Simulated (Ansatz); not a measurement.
# ScAl3: the cost of one run

Program: Ansatz 0.2.0. Level of theory: DFT PBE, scalar-relativistic, plane waves, PAW. These are calculated values, not measurements.

2 further runs of the same task are left out: 2 set aside as unsound or not needed.

### Step 1. Starting point

It takes space group Pm-3m (No. 221, cubic). Conventional cell: a = 4.105 Å, b = 4.105 Å, c = 4.105 Å, α = 90.00°, β = 90.00°, γ = 90.00°. Sc (site symmetry m-3m) has 12 Al at 2.90 Å as nearest neighbours. Al (site symmetry 4/mmm) has 4 Sc at 2.90 Å and 8 Al at 2.90 Å as nearest neighbours.

Coordinates:

```
Sc Al
1.0
    -4.10533    0.00000    0.00000
     0.00000    4.10533    4.10533
     0.00000    4.10533   -4.10533
Sc Al
2 6
Direct
  0.00000 0.00000 0.00000
  0.00000 0.50000 0.50000
  0.50000 0.75000 0.25000
  0.50000 0.25000 0.75000
  0.00000 0.50000 0.00000
  0.00000 0.00000 0.50000
  0.50000 0.75000 0.75000
  0.50000 0.25000 0.25000
```

It goes back to an entry of the Materials Project.

It is built from the cell relaxed beforehand with the same method (17.30 Å³/atom).

### Step 2. The reference: the undisturbed cell on the scan's mesh

Contents of input.yaml:

```yaml
crystal:
  lattice:
    - [-4.1053305952, 0.0, 0.0]
    - [0.0, 4.1053305952, 4.1053305952]
    - [0.0, 4.1053305952, -4.1053305952]
  atoms:
    - { symbol: Sc, position: [1.0, 0.0, 0.0] }
    - { symbol: Sc, position: [1.0, 0.5, 0.5] }
    - { symbol: Al, position: [0.5, 0.75, 0.25] }
    - { symbol: Al, position: [0.5, 0.25, 0.75] }
    - { symbol: Al, position: [1.0, 0.5, 0.0] }
    - { symbol: Al, position: [1.0, 0.0, 0.5] }
    - { symbol: Al, position: [0.5, 0.75, 0.75] }
    - { symbol: Al, position: [0.5, 0.25, 0.25] }
basis:
  ecutwfc: 420
kpoints:
  mp_grid: { grid: [8, 6, 6] }
hamiltonian:
  xc: pbe
scf:
  occupations: { method: gaussian, width: 0.15 }
output:
  forces: true
  stress: true
  eigenvalues: true
```

Launch:

```bash
> ansatz run input.yaml --threads 2 --pin off --max-ram 5120MiB --backend cpu --events-out ev --progress --plain --runs-dir out
```

Q: Estimate wall time and peak memory on 2 threads of Arm Neoverse V2, shared host.

About 5.2 s, with a peak of 0.45 GiB.
